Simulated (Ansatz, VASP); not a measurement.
One calculation of MgS, two programs

The input INCAR:

```
SYSTEM = MgS
  ALGO = Normal
  EDIFF = 1E-7
  ENCUT = 520
  GGA = PE
  ISIF = 2
  ISMEAR = 0
  LASPH = .TRUE.
  LCHARG = .FALSE.
  LREAL = .FALSE.
  LWAVE = .FALSE.
  NBANDS = 26
  NELM = 100
  PREC = Accurate
  SIGMA = 0.1
```

Contents of KPOINTS:

```
k-points
0
G
  4 4 4
  0 0 0
```

Contents of POSCAR:

```
MgS
1.0
    6.6177663500      0.0000000000      0.0000000000
    0.0000000000      6.6177663500      0.0000000000
    0.0000000000      0.0000000000      3.9085750900
Mg S
4 4
Direct
    0.6823628100      0.6823628100      0.0000000000
    0.8176371900      0.1823628100      0.5000000000
    0.3176371900      0.3176371900      0.0000000000
    0.1823628100      0.8176371900      0.5000000000
    0.8176371900      0.8176371900      0.5000000000
    0.6823628100      0.3176371900      0.0000000000
    0.1823628100      0.1823628100      0.5000000000
    0.3176371900      0.6823628100      0.0000000000
```

Input for Ansatz:

```yaml
crystal:
  lattice:
    - [6.61776635, 0.0, 0.0]
    - [0.0, 6.61776635, 0.0]
    - [0.0, 0.0, 3.90857509]
  atoms:
    - { symbol: Mg, position: [0.68236281, 0.68236281, 0.0] }
    - { symbol: Mg, position: [0.81763719, 0.18236281, 0.5] }
    - { symbol: Mg, position: [0.31763719, 0.31763719, 0.0] }
    - { symbol: Mg, position: [0.18236281, 0.81763719, 0.5] }
    - { symbol: S, position: [0.81763719, 0.81763719, 0.5] }
    - { symbol: S, position: [0.68236281, 0.31763719, 0.0] }
    - { symbol: S, position: [0.18236281, 0.18236281, 0.5] }
    - { symbol: S, position: [0.31763719, 0.68236281, 0.0] }
basis:
  ecutwfc: 420
kpoints:
  mp_grid: { grid: [4, 4, 4] }
hamiltonian:
  xc: pbe
scf:
  occupations: { method: gaussian, width: 0.1 }
  lower_state_search: "off"
output:
  forces: true
  stress: true
  eigenvalues: true
```

Alike in both runs: task single point; functional PBE; k mesh 4 × 4 × 4; occupations gaussian, width 0.1 eV; no spin polarisation.

```csv
,VASP,Ansatz
version,VASP 6.6.1,Ansatz 0.2.0
potentials or method,"VASP PAW PBE potentials, release 64 (Mg, S)","scalar-relativistic, plane waves, PAW"
plane-wave cutoff (eV),520,420
valence electrons in the cell,32,64
```

|  | VASP | Ansatz | Ansatz less VASP |
| --- | --- | --- | --- |
| gap on the k mesh at the Fermi level (eV) | 3.80 | 3.80 | +0.005 |
| least direct gap on the mesh (eV) | 3.80 | 3.80 | +0.005 |
| pressure (GPa) | 8.1 | 8.2 | +0.12 |
| largest component of the traceless stress (GPa) | 2.00 | 2.00 | -0.001 |
| rms of the force components (eV/Å) | 0.161 | 0.159 | -0.0021 |

Atom by atom the forces differ by 0.003 eV/Å (rms over components). The functional is the same, so the differences come from potentials, cutoffs and numerics. The two sets of potentials don't hold the same shells in valence.

A hybrid or GW would open this gap; PBE tends to underestimate it.
